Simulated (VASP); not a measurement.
Set up this calculation in VASP 6.6.1, as the native input.

| Item | Value |
| --- | --- |
| Task | dielectric tensor |
| Functional | PBE |
| Potentials or basis | VASP PAW PBE potentials, release 64 (K_sv, Ta_pv, O) |
| Cutoff | 600 eV |
| k mesh | 8 × 8 × 8 |
| Occupations | gaussian, width 0.03 eV |
| Spin | no spin polarisation |
| Further INCAR settings | ALGO = Fast; EDIFF = 1e-08 |

The structure of KTaO3 lies in POSCAR:

```
KTaO3                                   
1.0
    4.0272795963      0.0000000000      0.0000000000
    0.0000000000      4.0272795963      0.0000000000
    0.0000000000      0.0000000000      4.0272795963
  K               Ta              O             
     1     1     3
Direct
     0.5000000000000000    0.5000000000000000    0.5000000000000000
     0.0000000000000000    0.0000000000000000    0.0000000000000000
     0.5000000000000000    0.0000000000000000    0.0000000000000000
     0.0000000000000000    0.5000000000000000    0.0000000000000000
     0.0000000000000000    0.0000000000000000    0.5000000000000000
```

These files were run (other wordings do the same):

INCAR

```
SYSTEM = KTaO3
PREC = Accurate
ENCUT = 600
EDIFF = 1E-8
ISMEAR = 0
SIGMA = 0.03
LREAL = .FALSE.
LASPH = .TRUE.
NELM = 80
ALGO = Fast
ISIF = 2
LWAVE = .FALSE.
LCHARG = .FALSE.
GGA = PE
LEPSILON = .TRUE.
```

KPOINTS

```
Automatic mesh
0
G
  8 8 8
  0 0 0
```

Potentials or basis: VASP PAW PBE potentials, release 64 (K_sv, Ta_pv, O).

Run with:

```console
$ cat potpaw_PBE.64/K_sv/POTCAR potpaw_PBE.64/Ta_pv/POTCAR potpaw_PBE.64/O/POTCAR > POTCAR
$ mpirun -np 1 vasp_std > vasp.out
```

Results of the run:

The band gap on the k mesh is 2.11 eV, indirect (least direct gap 2.74 eV). The electronic dielectric tensor (diagonal) is 5.48. The born charges (mean of the diagonal) is K +1.15; Ta +8.80; O -3.32 e.

Caveat: spin-orbit coupling is left out, which moves the levels of the heavy elements.

Run time: 22 min on 1 thread of Intel(R) Xeon(R) Platinum 8488C (Sapphire Rapids), with other jobs on the host, peak memory 0.46 GiB.
